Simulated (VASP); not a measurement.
Write the native input for VASP 6.6.1 that does the following.

| Quantity | Value |
| --- | --- |
| Task | relaxation of cell and atoms |
| Functional | PBE |
| Potentials or basis | VASP PAW PBE potentials, release 64 (Ca_sv, Se) |
| Cutoff | 600 eV |
| k mesh | 8 × 8 × 8 |
| Occupations | gaussian, width 0.02 eV |
| Spin | no spin polarisation |
| Further INCAR settings | ALGO = Normal; EDIFF = 1e-06; IBRION = 2; EDIFFG = -0.005; NSW = 60; ISIF = 3 |

The structure of CaSe lies in POSCAR:

```
CaSe
1.0
    0.0000000000      2.9450000000      2.9450000000
    2.9450000000      0.0000000000      2.9450000000
    2.9450000000      2.9450000000      0.0000000000
Ca Se
1 1
Direct
    0.0000000000      0.0000000000      0.0000000000
    0.5000000000      0.5000000000      0.5000000000
```

The cell was built by a generator and needn't be a form met in nature.

The input as run:

INCAR

```
SYSTEM = CaSe
  PREC = Accurate
  ENCUT = 600
  EDIFF = 1E-6
  ISMEAR = 0
  SIGMA = 0.02
  LREAL = .FALSE.
  LASPH = .TRUE.
  NELM = 120
  ALGO = Normal
  ISIF = 3
  LWAVE = .FALSE.
  LCHARG = .FALSE.
  GGA = PE
  IBRION = 2
  NSW = 60
  EDIFFG = -0.005
  KPAR = 4
```

KPOINTS

```
regular mesh
0
G
  8 8 8
  0 0 0
```

Potentials or basis: VASP PAW PBE potentials, release 64 (Ca_sv, Se).

Command:

```console
$ cat potpaw_PBE.64/Ca_sv/POTCAR potpaw_PBE.64/Se/POTCAR > POTCAR
$ mpirun -np 4 vasp_std > vasp.out
```

It gave:

| Property | Result |
| --- | --- |
| Relaxed volume | 26.53 Å³/atom |
| Relaxed cell | a = 4.218 Å, b = 4.218 Å, c = 4.218 Å, α = 60.00°, β = 60.00°, γ = 60.00° |
| Space group after relaxing (to 0.05 Å) | Fm-3m (No. 225) |
| Energy gained by relaxing | 5.9 meV/atom |
| Ionic steps | 3 |
| Pressure after relaxing | 0.0 GPa |
| Band gap on the k mesh | 2.08 eV, indirect (least direct gap 2.99 eV) |

Wall time 14 s on 4 MPI ranks on Intel(R) Xeon(R) Platinum 8559C (Emerald Rapids), with other jobs on the host, peak memory 0.22 GiB a rank.
